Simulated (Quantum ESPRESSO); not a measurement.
**CoO under changes of volume**

One of the cells (9.684 Å³/atom); the others are scaled copies at fixed shape and fractional positions:

```
CELL_PARAMETERS angstrom
0.00000 2.13150 2.13150
2.13150 0.00000 2.13150
2.13150 2.13150 0.00000
ATOMIC_POSITIONS crystal
Co 0.00000 0.00000 0.00000
O 0.50000 0.50000 0.50000
```

| Property | Result |
| --- | --- |
| Program | Quantum ESPRESSO 7.5 |
| Functional | LDA |
| Potentials or basis | PseudoDojo 0.4.1 SR LDA standard |
| Cutoff | 1306 eV |
| Density cutoff | 5225 eV |
| k mesh | 11 × 11 × 11 |
| Occupations | fermi-dirac, width 0.05 eV |
| Spin | collinear spin, ferromagnetic start |
| Starting moments | [2.0, 0.0] μB |

```tsv
volume (Å³/atom)	energy over the lowest point (meV/atom)	pressure (GPa)	moment (μB per cell)
9.103	0.00	-12.1	2.62
9.297	15.46	-14.5	2.76
9.490	34.47	-17.2	2.83
9.684	56.97	-19.8	2.88
9.878	?	?	?
10.071	110.30	-24.3	2.97
10.265	140.86	-26.3	2.98
```

**Question.** What does the run at 9.878 Å³/atom give?

**Answer.** Energy over the lowest point 82.33 meV/atom; pressure -22.1 GPa; moment 2.93 μB per cell.

Worked out: A Birch-Murnaghan fit of order 3 (a polynomial in V^(-2/3)) to the other rows has no minimum within the range. It gives 82.36 meV/atom at 9.878 Å³/atom, against the run's 82.33, and -dE/dV = -22.1 GPa, against -22.1. A parabola through the other rows of the moment, of slope 0.194 μB per Å³/atom there, gives 2.94 μB, against the run's 2.93.

Energies are extrapolated to zero smearing.

Caveats: a cell with one magnetic atom can't hold antiferromagnetic order, which such compounds often take.
